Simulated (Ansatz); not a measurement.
Fe under changes of volume

One of the cells (11.435 Å³/atom); the others are scaled copies at fixed shape and fractional positions:

```
CELL_PARAMETERS angstrom
0.00000 1.94174 1.96511
1.49844 0.00000 1.96511
1.49844 1.94174 0.00000
ATOMIC_POSITIONS crystal
Fe 0.00000 0.00000 0.00000
```

* Program: Ansatz 0.2.0
* Functional: PBEsol
* Potentials or basis: Ansatz PAW
* Cutoff: 420 eV (not typed: the program's choice for these potentials)
* k mesh: 13 × 13 × 13
* Occupations: fermi-dirac, width 0.05 eV
* Spin: collinear spin, ferromagnetic start
* Starting moments: [3.0] μB

| volume (Å³/atom) | energy over the lowest point (meV/atom) | pressure (GPa) | moment (μB per cell) |
| --- | --- | --- | --- |
| 10.749 | 0.00 | 1.6 | 2.06 |
| 10.978 | 1.26 | -3.0 | 2.10 |
| 11.207 | 8.72 | -7.0 | 2.13 |
| 11.435 | 21.46 | -10.4 | 2.18 |
| 11.664 | 38.58 | -13.2 | 2.23 |
| 11.893 | 59.25 | -15.7 | 2.28 |
| 12.121 | ? | ? | ? |

What does the run at 12.121 Å³/atom give?

Energy over the lowest point 83.21 meV/atom; pressure -17.9 GPa; moment 2.32 μB per cell.

Worked out: A Birch-Murnaghan fit of order 3 (a polynomial in V^(-2/3)) to the other rows has its minimum at 10.82 Å³/atom with B0 = V·E''(V) = 234 GPa and B' = 7.3 at fixed shape and positions, which overstates the stiffness. It gives 82.75 meV/atom at 12.121 Å³/atom, against the run's 83.21, and -dE/dV = -17.4 GPa, against -17.9. A parabola through the other rows of the moment, of slope 0.263 μB per Å³/atom there, extrapolates to 2.34 μB, against the run's 2.32.

Energies are extrapolated to zero smearing.

Caveats: the PAW data sets come from PBE, with cores solved anew for the run's functional, which leaves a small shift of forces and pressure.
